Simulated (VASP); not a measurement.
A convergence study with VASP on InN (space group no. 186 when undisturbed): one setting is varied, all else stays as given below, so the limit is that of these other settings. One atom is moved off its site, so that forces are finite.

```
InN
1.0
    1.76115    -3.05040     0.00000
    1.76115     3.05040     0.00000
    0.00000     0.00000     5.67150
In N
2 2
Direct
  0.66667   0.33333   0.50882
  0.33333   0.66667   0.00000
  0.66667   0.33333   0.87900
  0.33333   0.66667   0.37900
```

These are PBE GGA, VASP's PBE PAW potentials (set 64) (plane waves; VASP) values and carry that method's errors. The tightest run used: 400 eV cut-off, 17×17×9 Γ-centred mesh, Fermi-Dirac smearing of 0.050 eV, potentials In_d N.

| setting | E (eV/atom) | pressure (GPa) | largest force (eV/Å) | irreducible k-points |
|---|---|---|---|---|
| 2×2×1 mesh | -5.0963 | 7.66 | 0.543 | 2 |
| 3×3×2 mesh | -5.2644 | 6.16 | 0.828 | 6 |
| 4×4×2 mesh | -5.3131 | 5.70 | 0.880 | 8 |

Task: These are the cheaper rows. Estimate the results at 17×17×9 mesh, and how far the last row shown lies from them.

Result: 
```csv
quantity,tightest run,last row shown is off by
E (eV/atom),-5.3294,0.0163
pressure (GPa),5.35,0.35
largest force (eV/Å),0.927,-0.047
```

Left out are rungs that failed or repeat a setting and relaxations that didn't move; long series are thinned to 24 rows.

The structure is a typed InN crystal (space group no. 186). The cell was not relaxed at this level, it is distorted from the ideal structure.
